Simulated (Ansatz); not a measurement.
A relaxed cell of W is given with its symmetry left out. The cell was found from a structure generator's guess, not taken from experiment.

Theory: DFT PBE, scalar-relativistic, plane waves, PAW (Ansatz). Cutoff 420 eV, Γ-centred mesh, Gaussian smearing, no spin polarisation.

```xyz
6
Lattice="2.9761 0.0000 0.0000 -1.4881 2.5774 0.0000 0.0000 0.0000 12.9355" Properties=species:S:1:pos:R:3 pbc="T T T"
W     0.0000    0.0000    9.7016
W     0.0000    1.7183   11.8813
W     1.4881    0.8591    1.0542
W     0.0000    0.0000    3.2339
W     1.4881    0.8591    5.4136
W     0.0000    1.7183    7.5219
```

Energies count from the standard state of W at the same level.

Question: What space group does it have?

Answer: P6_3/mmc (No. 194). Conventional cell: a = 2.976 Å, c = 12.936 Å. Around W on a site of symmetry -6m2 lie 6 W at 2.78 Å and 6 W at 2.98 Å; around W on a site of symmetry 3m lie 6 W at 2.72–2.78 Å and 6 W at 2.98 Å.

Question: How far does it lie from the standard state of W?

Answer: +0.49 eV/atom. So it is a metastable form at best.

Question: Is it a metal?

Answer: Yes, bands cross the Fermi level on the 12×12×4 mesh.

Question: From what recipe could a structure generator have reached it?

Answer: One such recipe: close-packed layers stacked ABCACB, next cell at A (P6_3/mmc, No. 194). Other recipes can lead to the same cell.

The last run used a 12×12×4 mesh (in the run's order of axes) for its 6-atom cell and Gaussian smearing of 0.10 eV. Spin–orbit coupling, which can matter for W, is left out. Symmetry constrained the relaxation, so the result can be a saddle point.
